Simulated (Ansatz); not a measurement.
Runs of Ansatz 0.2.0 on Zn. The structure is cubic, space group Fm-3m (No. 225). Conventional cell: a = 3.930 Å, b = 3.930 Å, c = 3.930 Å, α = 90.00°, β = 90.00°, γ = 90.00°. Zn (site symmetry m-3m) has 12 Zn at 2.78 Å as nearest neighbours. This isn't the form of Zn at room conditions, which is hcp.

```csv
task,level,potentials or basis,cell,k mesh,cutoff (eV),smearing,driver,delta,supercell,other keys,mesh quality,gap on the mesh (eV),pressure (GPa)
relaxation of cell and atoms,r2SCAN+rVV10,Ansatz PAW,relaxed,12 × 12 × 12,500,fermi-dirac 0.15 eV,chain,-,-,-,not flagged,none,0.0
density of states,PBE,JTH PAW,as given,10 × 10 × 10,1080,fermi-dirac 0.1 eV,-,-,-,-,not flagged,none,-0.3
electric field gradients,B3LYP5+D3(BJ),JTH PAW,as given,7 × 7 × 7,1080,cold 0.01 eV,chain,-,-,-,not flagged,1.23,(a)
density of states,PBE,JTH PAW,as given,10 × 10 × 10,1080,fermi-dirac 0.1 eV,chain,-,-,-,not flagged,none,-0.3
```

Alike in all rows: no spin polarisation.

Problem. Estimate the missing entries.

Solution. (a) -4.6.

Caveats: the PAW data sets were made with another functional, which shifts forces and pressure a little (some runs); pairwise dispersion overbinds metals, which lowers pressure and volume (some runs); the potentials were made for another functional, which shifts forces and pressure (some runs); odd divisions of the mesh miss points on the zone boundary, where band edges often lie, so the gap on the mesh can be too wide (some runs); the thresholds are loose for stress (some runs).

A k mesh can miss the band edges.

A gap of «none» marks a metal or a gap under the smearing width.
